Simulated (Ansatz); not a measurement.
What a change of settings does: Mg (fcc type)

First run: DFT, PBE, all-electron LAPW, scalar-relativistic (Ansatz 0.2.0).

Command: `ansatz run input.yaml --threads 1 --pin off --max-ram 2048MiB --backend cpu --events-out ev --progress --plain --runs-dir out` It took 4.7 s on 1 thread of Arm Neoverse V1, with other jobs on the host, peak memory 0.23 GiB.

```yaml
crystal:
  lattice:
    - [0.0, 1.7949866579, 1.7949866579]
    - [1.7949866579, 0.0, 1.7949866579]
    - [1.7949866579, 1.7949866579, 0.0]
  atoms:
    - { symbol: Mg, position: [0.0, 0.0, 0.0] }
kpoints:
  mp_grid: { grid: [16, 16, 16] }
scf:
  occupations: { method: fermi_dirac, width: 0.08 }
hamiltonian:
  xc: pbe
  pseudopotentials: { kind: all_electron, lapw: { basis_error: 0.001 } }
output:
  forces: true
  stress: true
  eigenvalues: true
  populations: true
```

The cell comes from a relaxation on PAW files under the same functional, begun from a prototype that needn't be the stable phase.

This run: volume at 0.5 of the series' base cell.

It converges in 5 SCF iterations at a pressure of 92.2 GPa.

The input is then changed:

```diff
 kpoints:
-  mp_grid: { grid: [16, 16, 16] }
+  mp_grid: { grid: [20, 20, 20] }
 scf:
```

**Question.** Predict the outcome of the changed run.

**Answer.** It converges in 5 SCF iterations at a pressure of 92.2 GPa, free energy +0.6 meV/atom against the first run's.
